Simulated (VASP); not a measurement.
Here is a VASP 6.6.1 calculation.

Contents of INCAR:

```
SYSTEM = Si
AGGAC    = 0.0          
ALGO     = Normal         ! electronic algorithm
EDIFF    = 1E-6           ! SCF threshold, eV
EDIFFG   = -0.005         ! ionic threshold
ENCUT    = 600            ! plane-wave cutoff, eV
GGA      = RE             ! functional
IBRION   = 2              ! ionic algorithm
ISIF     = 3              ! what is computed and relaxed
ISMEAR   = -1             ! smearing method
LASPH    = .True.         ! aspherical terms in the spheres
LCHARG   = .False.        ! write CHGCAR
LREAL    = .False.        ! projectors in reciprocal space
LUSE_VDW = .True.       
LWAVE    = .False.        ! write WAVECAR
NELM     = 100            ! most SCF steps
NSW      = 60             ! ionic steps
PREC     = Accurate       ! precision mode
SIGMA    = 0.05           ! smearing width, eV
```

Contents of KPOINTS:

```
k-points
0
Gamma
  8 8 10
  0 0 0
```

Contents of POSCAR:

```
Si
1.0
    4.1209500000      0.0000000000      0.0000000000
   -2.0604700000      3.5688500000      0.0000000000
    0.0000000000      0.0000000000      2.6547900000
Si
2
Direct
    0.3333300000      0.6666700000      0.5000000000
    0.6666700000      0.3333300000      0.5000000000
```

Potentials or basis: VASP PAW PBE potentials, release 64 (Si).

Run with:

```console
$ cat potpaw_PBE.64/Si/POTCAR > POTCAR
$ mpirun -np 1 vasp_std > vasp.out
```

(1) Predict the relaxed volume.

(2) What does it give for the band gap on the k mesh?

(3) Predict the relaxed cell.

Results:

(1) 20.27 Å³/atom.

(2) none (metal or under the smearing width).

(3) a = 4.167 Å, b = 4.167 Å, c = 2.696 Å, α = 90.00°, β = 90.00°, γ = 120.00°.

Caveat: the PAW data sets were made with another functional, which shifts forces and pressure a little.
